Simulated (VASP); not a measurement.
NiO: single point with LDA+U

Crystal: NiO.

```
CELL_PARAMETERS angstrom
2.78306 0.00000 0.00000
-1.39153 2.41020 0.00000
0.00000 0.00000 2.71613
ATOMIC_POSITIONS crystal
Ni 0.00000 0.00000 0.00000
O 0.66667 0.33333 0.50000
```

Measurements of this composition are mostly on another form, of space group No. 225.

```
Program             : VASP 6.6.1
Task                : single point
Functional          : LDA
Potentials or basis : VASP PAW LDA potentials, release 64 (Ni, O)
Cutoff              : 520 eV
k mesh              : 8 × 8 × 7
Occupations         : gaussian, width 0.05 eV
Spin                : collinear spin, random start
Starting moments    : [0.61, 0.0] μB
Hubbard terms       : Ni d U = 7 eV
```

The pressure is -15.8 GPa and the band gap on the k mesh is 1.30 eV, indirect (least direct gap 1.75 eV). The net moment is 2.00 μB per cell. The site moments are Ni +1.76; O +0.22 μB and the valence electrons inside the program's atomic spheres are Ni 9.06; O 4.97.

Stress tensor (GPa, compression positive):
```
-10.97   0.00   0.00
  0.00 -10.97   0.00
  0.00   0.00 -25.59
```

Levels at points of the mesh, in eV from the valence-band top:
Spin up:
```csv
k point,band 6,band 7,band 8,band 9,band 10,band 11,band 12,band 13
"(0.00, 0.00, 0.00)",-6.19,-2.42,-0.63,-0.63,1.75,13.63,16.84,16.84
"(0.50, 0.00, 0.00)",-4.81,-4.00,-2.32,-0.74,6.40,9.65,14.17,17.51
```
Spin down:
```csv
k point,band 5,band 6,band 7,band 8,band 9,band 10
"(0.00, 0.00, 0.00)",-2.01,0.00,0.00,1.80,1.80,2.14
"(0.50, 0.00, 0.00)",-2.92,-2.48,-1.81,1.63,3.04,6.72
```

Eigenvalues of the final occupation matrices:
```
    site  spin  trace               eigenvalues
site 1 d     1   5.02  0.99 0.99 0.99 1.03 1.03
site 1 d     2   3.27  0.16 0.16 0.98 0.98 0.99
```

It took 24 s on 1 thread of Intel(R) Xeon(R) Platinum 8488C (Sapphire Rapids), on a shared host, peak memory 0.14 GiB.

Caveat: an odd mesh through Γ misses points on the zone boundary, where band edges often lie; a cell with one magnetic atom can't hold antiferromagnetic order, which such compounds often take. The state reached can hang on the start; a lower one may exist.
